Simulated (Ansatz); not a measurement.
What moves the field gradients of Si₃N₄?

Cell of run 1: a structure deposited in the COD, taken as it stands.

```cif
data_Si3N4
_symmetry_space_group_name_H-M 'I-43d'
_symmetry_Int_Tables_number 220
_cell_length_a 6.4747
_cell_length_b 6.4747
_cell_length_c 6.4747
_cell_angle_alpha 90.000
_cell_angle_beta 90.000
_cell_angle_gamma 90.000
loop_
_atom_site_label
_atom_site_type_symbol
_atom_site_symmetry_multiplicity
_atom_site_Wyckoff_symbol
_atom_site_fract_x
_atom_site_fract_y
_atom_site_fract_z
Si Si 12 b 0.3750 0.5000 0.7500
N N 16 c 0.2814 0.2814 0.2814
```

One atom of each set is listed; the run and its k-mesh use a cell of 14 atoms with edges of 5.61, 5.61, 5.61 Å.

Relaxed positions (PBE, cell held):

Si (0.3750, 0.5000, 0.7500)
N (0.2814, 0.2814, 0.2814)

All runs are DFT with Ansatz 0.2.0 (plane waves and PAW, scalar-relativistic unless spin–orbit coupling is named, Γ-centred meshes, Fermi–Dirac smearing where given) in this cell.

Run 1: PBE, atoms as given; 420 eV, 6×6×6 k-points, smearing 0.02 eV.
Run 2: r2SCAN, at the relaxed atoms; 500 eV, 6×6×6 k-points, smearing 0.02 eV.
Run 3: LDA, at the relaxed atoms; 420 eV, 6×6×6 k-points, smearing 0.02 eV.
Run 4: PBEsol, at the relaxed atoms; 420 eV, 6×6×6 k-points, smearing 0.02 eV.

| run | Si V_zz (η) | N V_zz (η) |
| --- | --- | --- |
| 1 | -0.10 (0.00) | -5.77 (0.00) |
| 2 | -0.10 (0.00) | -5.92 (0.00) |
| 3 | -0.11 (0.00) | -5.59 (0.00) |
| 4 | ? | ? |

V_zz in 10²¹ V/m².

Task: Estimate the row of run 4.

Result: Si: -0.11 (0.00); N: -5.55 (0.00). It lies nearest to run 3, from whose tensors on these sites it differs by 0.04 at most (largest principal value of the difference, on N).

The cell isn't the equilibrium one in run 3 (calculated pressure -8 GPa), and the entry's cell may itself be off.
